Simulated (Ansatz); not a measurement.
# GaN (P6_3mc) in Ansatz: notebook

One crystal, GaN, is run at these levels: PBEsol; tasks: single point, equation of state.

Program: Ansatz 0.2.0. These are calculated values, not measurements. Logs are shortened: lines on timing, memory, paths and dates and some standing lists are left out, and cuts for length are marked.

### Step 1. Starting point

It takes space group P6_3mc (No. 186, hexagonal). Conventional cell: a = 3.212 Å, b = 3.212 Å, c = 10.357 Å, α = 90.00°, β = 90.00°, γ = 120.00°. Around Ga (site symmetry 3m) lie 4 N at 1.95 to 2.00 Å. Around Ga (site symmetry 3m) lie 3 N at 1.94 Å. N (site symmetry 3m) has 4 Ga at 1.94 to 2.00 Å as nearest neighbours. N (site symmetry 3m) is surrounded by 3 Ga at 1.95 Å.

The cell is a database's computed one.

### Step 2. Single point, PBEsol, 10.87 Å³/atom (volume scaled by 0.94)

Contents of input.yaml:

```yaml
crystal:
  lattice:
    - [3.1459778032, 0.0, 0.0]
    - [-1.5729889016, 2.7244966974, 0.0]
    - [0.0, 0.0, 10.1454165942]
  atoms:
    - { symbol: Ga, position: [0.0, 0.0, 0.785868] }
    - { symbol: Ga, position: [0.6666666667, 0.3333333333, 0.037349] }
    - { symbol: Ga, position: [0.3333333333, 0.6666666667, 0.537349] }
    - { symbol: Ga, position: [0.0, 0.0, 0.285868] }
    - { symbol: "N", position: [0.0, 0.0, 0.093038] }
    - { symbol: "N", position: [0.6666666667, 0.3333333333, 0.343745] }
    - { symbol: "N", position: [0.0, 0.0, 0.593038] }
    - { symbol: "N", position: [0.3333333333, 0.6666666667, 0.843745] }
hamiltonian:
  xc: pbesol
  pseudopotentials: { kind: paw }
kpoints:
  mp_grid: { grid: [10, 10, 3] }
scf:
  occupations: { method: fermi_dirac, width: 0.05 }
output:
  forces: true
  stress: true
  eigenvalues: true
  write_density: true
  write_potential: true
  elf: true
  volumetric_format: npy
```

Potentials or basis: Ansatz PAW.

The run is started by

```sh
ansatz run input.yaml --threads 4 --pin off --max-ram 11264MiB --backend cpu --events-out ev --progress --plain --runs-dir out
```

What it wrote:

```text
Warning: RAYON_NUM_THREADS=4 ignored (pool sized by the plan → 4); use --threads N
Engine: ansatz 0.2.0, aarch64-unknown-linux-gnu
Pseudopotentials: kind: paw
Pseudopotential: Ga, paw, valence charge 13, recommended cutoff 420 eV (normal), Ga.paw.azcp
Pseudopotential: N, paw, valence charge 5, recommended cutoff 420 eV (normal), N.paw.azcp
Functional definition: PBEsol
  exchange = pbesol_x
  correlation = pbesol_c
Crystal: 8 atoms, lattice volume = 86.958 Å³
Basis set: ecut = 420 eV, 1677 PW (Γ), exchange–correlation on 48×48×144 points (8 copies of the dense FFT grid, shifted against one another)
Bands: 44, of which v1, the nominal top of the filled ones, is band 36 counted from 1 (35 counted from 0)
Symmetry: 12 space group operations
Space group: P63mc (ITA 186), of the structure as read, at distance tolerance 4.4e-5 Å
k-points: 28 of 300 (time reversal used)
Non-local potential: Ga, projectors of the file, l = 0: 2, l = 1: 2, l = 2: 3, l = 3: 1
Non-local potential: N, projectors of the file, l = 0: 2, l = 1: 2, l = 2: 1
PAW form: soft (Blöchl's): semilocal exchange-correlation on the pseudo side does not see the compensation charge
PAW frozen core: Ga, regenerated for the run's functional, and the local potential with it (the file was generated under x = pbe(κ = 0.804, μ = 0.2195149727645171), c = pbe(β = 0.06672455060314922))
PAW frozen core: N, regenerated for the run's functional, and the local potential with it (the file was generated under x = pbe(κ = 0.804, μ = 0.2195149727645171), c = pbe(β = 0.06672455060314922))
PAW one-centre angular grid: Ga, 590 points (default); XC on 64 Gauss nodes
PAW one-centre angular grid: N, 110 points (default); XC on 64 Gauss nodes
Initial density: superposition of atomic densities (neutral atoms: chi_scale 0, normalization atom), corrected by the library's trained network
Initial wavefunctions: pseudopotential atomic-orbital guess
Functional: x = pbesol(κ = 0.804, μ = 0.12345679012345678), c = pbesol(β = 0.046)
SCF iter   1: F=—  HF=-16489.085885 eV  |F-HF|=—  |Δ(HF+E_count)|=         —  Δρ=1.17e-2  dr2=1.19e-1  ethr=1.77e-3  ⟨swp⟩=5.9  Hψ=4394  notcnv=0  defer=12
preconditioner: auto → Resta (q_TF=auto, 2.644 Å⁻¹)  ε∞=5.2  [insulator: Δε(μ)=1.149 eV  Ē_g=16.429 eV  σ=0.050 eV  W_gap=1.00  n_scr=38 (ndim 8)  ℏωp=33.8 eV  f_vac=0.002  D(μ)=0.00/eV (n_scr^D=0)  ε∞_Penn≈5.2]
SCF iter   2: F=—  HF=-16489.058331 eV  |F-HF|=—  |Δ(HF+E_count)|=   2.76e-2  Δρ=4.64e-3  dr2=2.21e-2  ethr=1.65e-4  ⟨swp⟩=2.0  Hψ=1623  notcnv=0  defer=73
SCF iter   3: F=—  HF=-16489.053215 eV  |F-HF|=—  |Δ(HF+E_count)|=   5.12e-3  Δρ=9.38e-4  dr2=6.43e-4  ethr=3.06e-5  ⟨swp⟩=2.0  Hψ=1651  notcnv=0  defer=73
SCF iter   4: F=—  HF=-16489.053031 eV  |F-HF|=—  |Δ(HF+E_count)|=   1.85e-4  Δρ=4.05e-4  dr2=1.96e-4  ethr=8.93e-7  ⟨swp⟩=2.1  Hψ=2123  notcnv=0  defer=73
SCF iter   5: F=—  HF=-16489.052978 eV  |F-HF|=—  |Δ(HF+E_count)|=   5.30e-5  Δρ=1.74e-4  dr2=4.94e-5  ethr=2.72e-7  ⟨swp⟩=2.5  Hψ=2126  notcnv=0  defer=73
SCF iter   6: F=—  HF=-16489.052954 eV  |F-HF|=—  |Δ(HF+E_count)|=   2.40e-5  Δρ=4.15e-5  dr2=3.03e-6  ethr=6.87e-8  ⟨swp⟩=2.4  Hψ=1803  notcnv=0  defer=73
SCF iter   7: F=-16489.052953 eV  HF=-16489.052953 eV  |F-HF|=5.59e-8  |Δ(HF+E_count)|=   9.36e-7  Δρ=5.91e-6  dr2=5.32e-8  ethr=1.39e-10  ⟨swp⟩=11.2  Hψ=9071  notcnv=0
SCF 1 converged in 7 iterations: F = -16489.052953 eV  dr2 = 5.32e-8
SCF converged after 7 iterations
Free energy (F): -16489.052953 eV
Harris-Foulkes:  -16489.052953 eV  (|F-HF|=5.59e-8)
Internal energy: -16489.052952 eV  (E = F + TS)
E sigma→0 (E₀):  -16489.052953 eV
Entropy (-TS):   -0.000000 eV (-0.000 meV/atom)
Fermi energy:    11.443338 eV
--- Per-component energies (eV) ---
  E_band       = 17.246542
  E_kinetic    = 989.473342
  E_local      = -7530.082523  (includes V_loc(G=0)·N_el)
  E_nonlocal   = 1903.566021
  E_hartree    = 3470.051657
  E_xc         = -511.601358
  E_vxc        = -536.518733  (∫ρ·V_xc dr)
  E_paw        = -8304.466968  (= ΣΔE_a)
  E_vpaw       = -1749.293022  (= ΣTr[D̂ρ^β])
  E_aug_tail   = 0.000009  (compensation charges beyond the density's cutoff)
  E_ewald      = -6509.557440
  E_core_change = 3.564307  (= ΣΔE_core)
  E_smearing   = -0.000000  (= −TS)
  E_closure    = -0.000000  (closes the sum)
  Σ components = -16489.052953   (vs F -16489.052953, Δ=0.00e0)
--- Forces (eV/Å), atoms counted from 1 ---
  atom   1  Ga    -0.00000000    -0.00000000    -0.03815767
  atom   2  Ga     0.00000000    -0.00000000    -0.46829650
  atom   3  Ga     0.00000000     0.00000000    -0.46829650
  atom   4  Ga     0.00000000     0.00000000    -0.03815767
  atom   5  N      0.00000000     0.00000000    -0.15772000
  atom   6  N     -0.00000000     0.00000000     0.66417849
  atom   7  N      0.00000000    -0.00000000    -0.15772000
  atom   8  N      0.00000000    -0.00000000     0.66417849
  max |Σ_I F_I| component: 8.67e-6 eV/Å
--- Stress (GPa, compression-positive) ---
        3.779562       0.000000       0.000000
        0.000000       3.779562      -0.000000
       -0.000000       0.000000       8.229828
  P = ⅓ Tr σ = 5.2630 GPa (52.630 kbar)
--- Band table (eV; the first three rows and the last of 28) ---
  k-point 0: bands = ["-6.0665", "-5.6921", "-4.9158", "-4.7077", "-3.6271", "-3.6271", "-3.6239", "-3.6239", "-3.4207", "-3.3981", "-3.3981", "-3.3927", "-3.3927", "-3.3699", "-2.9997", "-2.9997", "-2.9989", "-2.9989", "-2.7010", "-2.7010", "-2.6971", "-2.6971", "-2.5645", "-1.7047", "3.4731", "6.1680", "7.2375", "9.3672", "9.3672", "9.4125", "9.4125", "10.2192", "10.2192", "10.2500", "10.2500", "10.7989", "12.0352", "14.5389", "14.6458", "14.7148", "18.1382", "18.8706", "19.4887", "19.6299"]
  k-point 1: bands = ["-5.9917", "-5.8107", "-4.8395", "-4.7417", "-3.6263", "-3.6263", "-3.6247", "-3.6247", "-3.4134", "-3.3968", "-3.3968", "-3.3941", "-3.3941", "-3.3899", "-2.9995", "-2.9995", "-2.9990", "-2.9990", "-2.7001", "-2.7001", "-2.6981", "-2.6981", "-2.3642", "-1.9401", "3.9534", "5.1063", "8.3726", "9.3783", "9.3783", "9.4008", "9.4008", "9.8319", "10.2271", "10.2271", "10.2422", "10.2422", "12.8722", "13.9183", "14.7112", "14.8142", "18.3598", "18.7183", "19.7742", "19.7742"]
  k-point 2: bands = ["-5.9617", "-5.6205", "-4.8388", "-4.6734", "-3.6317", "-3.6310", "-3.6095", "-3.6070", "-3.4256", "-3.4191", "-3.3942", "-3.3906", "-3.3666", "-3.2927", "-2.9859", "-2.9789", "-2.9773", "-2.9772", "-2.7342", "-2.7154", "-2.7021", "-2.6968", "-2.4800", "-1.6232", "3.6392", "6.1362", "7.1965", "8.5510", "8.9902", "9.0858", "9.2665", "9.2852", "9.6872", "9.9800", "10.1989", "10.7366", "12.8446", "14.8066", "15.2260", "15.2953", "17.8503", "18.2832", "18.9294", "19.6512"]
  k-point 27: bands = ["-5.1343", "-5.1119", "-4.3118", "-4.3087", "-3.5519", "-3.5503", "-3.5092", "-3.5042", "-3.4689", "-3.4618", "-3.3253", "-3.3253", "-2.9165", "-2.9074", "-2.8719", "-2.8716", "-2.7928", "-2.7918", "-2.7194", "-2.7181", "-1.4072", "-1.3858", "-0.7523", "-0.7226", "3.7967", "3.8911", "4.2347", "4.5828", "5.2981", "5.4816", "6.4899", "6.6438", "7.5567", "8.4080", "9.5391", "9.6641", "13.9338", "14.0399", "17.1995", "17.7229", "17.7384", "18.0974", "18.7213", "18.9189"]
```

Wall time 4.7 s (4 threads of Arm Neoverse V1, shared host); peak memory 0.42 GiB.

What came out:

```
Free energy            : -16489.0530 eV
Pressure               : 5.3 GPa
Largest force          : 0.664 eV/Å
Band gap on the k mesh : 1.24 eV, direct
```

Caveat: odd divisions of the mesh miss points on the zone boundary, where band edges often lie, so the gap on the mesh can be too wide; the pressure holds a Pulay correction of +0.6 GPa for the finite cutoff; the PAW data sets come from PBE, with cores solved anew for the run's functional, which leaves a small shift of forces and pressure.

### Step 3. Single point, PBEsol, 11.10 Å³/atom (volume scaled by 0.96)

input.yaml, as its differences from that of step 2:

```diff
@@ -2,5 +2,5 @@
   lattice:
-    - [3.1459778032, 0.0, 0.0]
-    - [-1.5729889016, 2.7244966974, 0.0]
-    - [0.0, 0.0, 10.1454165942]
+    - [3.1681333064, 0.0, 0.0]
+    - [-1.5840666532, 2.743683926, 0.0]
+    - [0.0, 0.0, 10.216865544]
   atoms:
@@ -25,5 +25 @@
   eigenvalues: true
-  write_density: true
-  write_potential: true
-  elf: true
-  volumetric_format: npy
```

Potentials or basis: Ansatz PAW.

The run is started by

```sh
ansatz run input.yaml --threads 4 --pin off --max-ram 11264MiB --backend cpu --events-out ev --progress --plain --runs-dir out
```

It took 3.8 s on 4 threads of Arm Neoverse V1, shared host; peak memory 0.4 GiB.

Results (log left out):

```
Free energy            : -16489.0888 eV
Pressure               : 1.1 GPa
Largest force          : 0.512 eV/Å
Band gap on the k mesh : 1.08 eV, direct
```

Caveat: odd divisions of the mesh miss points on the zone boundary, where band edges often lie, so the gap on the mesh can be too wide; the pressure holds a Pulay correction of +0.5 GPa for the finite cutoff; the PAW data sets come from PBE, with cores solved anew for the run's functional, which leaves a small shift of forces and pressure.

### Step 4. Single point, PBEsol, 11.33 Å³/atom (volume scaled by 0.98)

input.yaml, as its differences from that of step 3:

```diff
@@ -2,5 +2,5 @@
   lattice:
-    - [3.1681333064, 0.0, 0.0]
-    - [-1.5840666532, 2.743683926, 0.0]
-    - [0.0, 0.0, 10.216865544]
+    - [3.1899831921, 0.0, 0.0]
+    - [-1.594991596, 2.762606482, 0.0]
+    - [0.0, 0.0, 10.2873289123]
   atoms:
@@ -25 +25,5 @@
   eigenvalues: true
+  write_density: true
+  write_potential: true
+  elf: true
+  volumetric_format: npy
```

The run is started by

```sh
ansatz run input.yaml --threads 4 --pin off --max-ram 11264MiB --backend cpu --events-out ev --progress --plain --runs-dir out
```

Wall time 5.7 s (4 threads of Arm Neoverse V1, shared host); peak memory 0.42 GiB.

The run converged. Its results:

```yaml
Free_energy: -16489.0789 eV
Pressure: -2.7 GPa
Largest_force: 0.372 eV/Å
Band_gap_on_the_k_mesh: 0.92 eV, direct
```

Caveat: odd divisions of the mesh miss points on the zone boundary, where band edges often lie, so the gap on the mesh can be too wide; the pressure holds a Pulay correction of +0.5 GPa for the finite cutoff; the PAW data sets come from PBE, with cores solved anew for the run's functional, which leaves a small shift of forces and pressure.

### Step 5. Single point, PBEsol, 11.56 Å³/atom

input.yaml, as its differences from that of step 4:

```diff
@@ -2,5 +2,5 @@
   lattice:
-    - [3.1899831921, 0.0, 0.0]
-    - [-1.594991596, 2.762606482, 0.0]
-    - [0.0, 0.0, 10.2873289123]
+    - [3.2115377864, 0.0, 0.0]
+    - [-1.6057688932, 2.7812733083, 0.0]
+    - [0.0, 0.0, 10.35684]
   atoms:
@@ -25,5 +25 @@
   eigenvalues: true
-  write_density: true
-  write_potential: true
-  elf: true
-  volumetric_format: npy
```

The run is started by

```sh
ansatz run input.yaml --threads 4 --pin off --max-ram 11264MiB --backend cpu --events-out ev --progress --plain --runs-dir out
```

Run time: 4.1 s. Hardware: 4 threads of Arm Neoverse V1, shared host; peak memory 0.4 GiB.

The run converged. Its results:

| Property | Result |
| --- | --- |
| Free energy | -16489.0280 eV |
| Pressure | -6.1 GPa |
| Largest force | 0.243 eV/Å |
| Band gap on the k mesh | 0.78 eV, direct |

Caveat: odd divisions of the mesh miss points on the zone boundary, where band edges often lie, so the gap on the mesh can be too wide; the pressure holds a Pulay correction of +0.5 GPa for the finite cutoff; the PAW data sets come from PBE, with cores solved anew for the run's functional, which leaves a small shift of forces and pressure.

### Step 6. Single point, PBEsol, 11.79 Å³/atom (volume scaled by 1.02)

input.yaml, as its differences from that of step 5:

```diff
@@ -2,5 +2,5 @@
   lattice:
-    - [3.2115377864, 0.0, 0.0]
-    - [-1.6057688932, 2.7812733083, 0.0]
-    - [0.0, 0.0, 10.35684]
+    - [3.2328068684, 0.0, 0.0]
+    - [-1.6164034342, 2.7996928736, 0.0]
+    - [0.0, 0.0, 10.4254303433]
   atoms:
```

Potentials or basis: Ansatz PAW.

The run is started by

```sh
ansatz run input.yaml --threads 4 --pin off --max-ram 11264MiB --backend cpu --events-out ev --progress --plain --runs-dir out
```

It took 3.8 s on 4 threads of Arm Neoverse V1, shared host; peak memory 0.41 GiB.

The run converged. Its results:

```yaml
Free_energy: -16488.9403 eV
Pressure: -9.1 GPa
Largest_force: 0.226 eV/Å
Band_gap_on_the_k_mesh: 0.64 eV, direct
```

Caveat: odd divisions of the mesh miss points on the zone boundary, where band edges often lie, so the gap on the mesh can be too wide; the pressure holds a Pulay correction of +0.5 GPa for the finite cutoff; the PAW data sets come from PBE, with cores solved anew for the run's functional, which leaves a small shift of forces and pressure.

### Step 7. Single point, PBEsol, 12.03 Å³/atom (volume scaled by 1.04)

input.yaml, as its differences from that of step 6:

```diff
@@ -2,5 +2,5 @@
   lattice:
-    - [3.2328068684, 0.0, 0.0]
-    - [-1.6164034342, 2.7996928736, 0.0]
-    - [0.0, 0.0, 10.4254303433]
+    - [3.253799709, 0.0, 0.0]
+    - [-1.6268998545, 2.8178732069, 0.0]
+    - [0.0, 0.0, 10.4931298399]
   atoms:
```

The run is started by

```sh
ansatz run input.yaml --threads 4 --pin off --max-ram 11264MiB --backend cpu --events-out ev --progress --plain --runs-dir out
```

Run time: 3.2 s. Hardware: 4 threads of Arm Neoverse V1, shared host; peak memory 0.41 GiB.

The run converged. Its results:

```
Free energy            : -16488.8201 eV
Pressure               : -11.7 GPa
Largest force          : 0.240 eV/Å
Band gap on the k mesh : 0.50 eV, direct
```

Caveat: odd divisions of the mesh miss points on the zone boundary, where band edges often lie, so the gap on the mesh can be too wide; the pressure holds a Pulay correction of +0.5 GPa for the finite cutoff; the PAW data sets come from PBE, with cores solved anew for the run's functional, which leaves a small shift of forces and pressure.

### Step 8. Single point, PBEsol, 12.26 Å³/atom (volume scaled by 1.06)

input.yaml, as its differences from that of step 7:

```diff
@@ -2,5 +2,5 @@
   lattice:
-    - [3.253799709, 0.0, 0.0]
-    - [-1.6268998545, 2.8178732069, 0.0]
-    - [0.0, 0.0, 10.4931298399]
+    - [3.2745251067, 0.0, 0.0]
+    - [-1.6372625534, 2.8358219278, 0.0]
+    - [0.0, 0.0, 10.5599668638]
   atoms:
```

The run is started by

```sh
ansatz run input.yaml --threads 4 --pin off --max-ram 11264MiB --backend cpu --events-out ev --progress --plain --runs-dir out
```

It took 3.3 s on 4 threads of Arm Neoverse V1, shared host; peak memory 0.41 GiB.

It converged, with:

| Item | Value |
| --- | --- |
| Free energy | -16488.6707 eV |
| Pressure | -14.1 GPa |
| Largest force | 0.279 eV/Å |
| Band gap on the k mesh | 0.38 eV, direct |

Caveat: odd divisions of the mesh miss points on the zone boundary, where band edges often lie, so the gap on the mesh can be too wide; the pressure holds a Pulay correction of +0.5 GPa for the finite cutoff; the PAW data sets come from PBE, with cores solved anew for the run's functional, which leaves a small shift of forces and pressure.

### Step 9. Equation of state, PBEsol

Potentials or basis: Ansatz PAW.

No new run: the results of the series are fitted here.

What came out:

```
Equilibrium volume                        : 11.16 Å³/atom
Bulk modulus at fixed shape and positions : 186 GPa
Pressure derivative of the bulk modulus   : 4.5
```

Energy against volume, from the lowest point:
| volume (Å³/atom) | energy (meV/atom) |
| --- | --- |
| 10.870 | 4.48 |
| 11.101 | 0.00 |
| 11.332 | 1.24 |
| 11.564 | 7.60 |
| 11.795 | 18.57 |
| 12.026 | 33.58 |
| 12.257 | 52.26 |

Caveat: the cell was scaled at fixed shape and fractional positions, which overstates the stiffness of a crystal with free parameters, most of all of layers and chains.
